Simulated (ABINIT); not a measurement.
A calculation with ABINIT 10.8.3 (patched build) of GaAs (ASE script, structure from a POSCAR):

run.py

```python
import json, os
import numpy as np
from ase.units import GPa
from ase.calculators.abinit import Abinit, AbinitProfile
from ase.io import read

atoms = read('POSCAR')

profile = AbinitProfile(command='abinit', pp_paths=[os.path.abspath('pseudos')])
params = dict(
    pps='pawxml', xc='PBE',
    ecut=462.5936,
    pawecutdg=925.1871,
    pawxcdev=0,
    kptopt=1,
    ngkpt=[7, 7, 10],
    nshiftk=1,
    shiftk=[0.0, 0.0, 0.0],
    ixc=11,
    nband=18,
    occopt=3,
    tsmear=0.05,
    nstep=100,
    tolvrs=1e-09,
    prtwf=0,
    prtden=0,
)

atoms.calc = Abinit(profile=profile, directory='run', **params)
energy = atoms.get_potential_energy()
forces = atoms.get_forces()
stress = atoms.get_stress()
print(f'energy {energy:.6f} eV')
print('forces (eV/A)')
print(np.round(forces, 5))
print('stress (GPa, Voigt, tension positive)', np.round(stress / GPa, 4))
json.dump(dict(energy=energy, forces=forces.tolist(), stress=stress.tolist(), cell=atoms.cell.tolist(), frac=atoms.get_scaled_positions(wrap=False).tolist()), open('results.json', 'w'))
```

File POSCAR:

```
GaAs
1.0
    3.8101400000      0.0000000000      0.0000000000
    0.0000000000      3.8101400000      0.0000000000
    0.0000000000      0.0000000000      2.7389100000
Ga As
1 1
Direct
    0.5000000000      0.5000000000      0.5000000000
    0.0000000000      0.0000000000      0.5000000000
```

Potentials or basis: JTH PAW PBE v2.0.

Command:

```console
$ python run.py
```

The cell was built by a generator and needn't be a form met in nature.

**Question.** Write the same calculation in another form: native input, structure from a POSCAR.

**Answer.** As run:

The input run.abi:

```
# Pseudopotentials
pp_dirpath "./"
pseudos "Ga.GGA_PBE-JTH.xml, As.GGA_PBE-JTH.xml"

# Structure
structure "poscar:POSCAR"
natom 2

# Plane-wave basis
ecut 17.0
pawecutdg 34.0
pawxcdev 0

# k points
kptopt 1
ngkpt 7 7 10
nshiftk 1
shiftk 0.0 0.0 0.0

# Exchange and correlation
ixc 11

# Bands and occupations
nband 18
occopt 3
tsmear 0.00183747

# SCF cycle
nstep 100
tolvrs 1.0e-9

# Output
iomode 3
prtwf 0
prteig 0
prtebands 0
enunit 1
prtden 1
prtvha 1
prtvclmb 1
prtpot 1
```

File POSCAR:

```
GaAs
1.0
    3.8101400000      0.0000000000      0.0000000000
    0.0000000000      3.8101400000      0.0000000000
    0.0000000000      0.0000000000      2.7389100000
Ga As
1 1
Direct
    0.5000000000      0.5000000000      0.5000000000  Ga
    0.0000000000      0.0000000000      0.5000000000  As
```

Potentials or basis: JTH PAW PBE v2.0.

Command:

```bash
$ abinit run.abi > log 2>&1
```

Both were run:

|  | ASE script, structure from a POSCAR | native input, structure from a POSCAR |
| --- | --- | --- |
| Pressure | 0.0 GPa | 0.0 GPa |
| Band gap on the k mesh | none (metal or under the smearing width) | none (metal or under the smearing width) |
| Valence electrons inside the program's atomic spheres | Ga 10.99; As 12.57 | Ga 10.99; As 12.57 |

Keys that steer only the numerical path or the files written may differ.
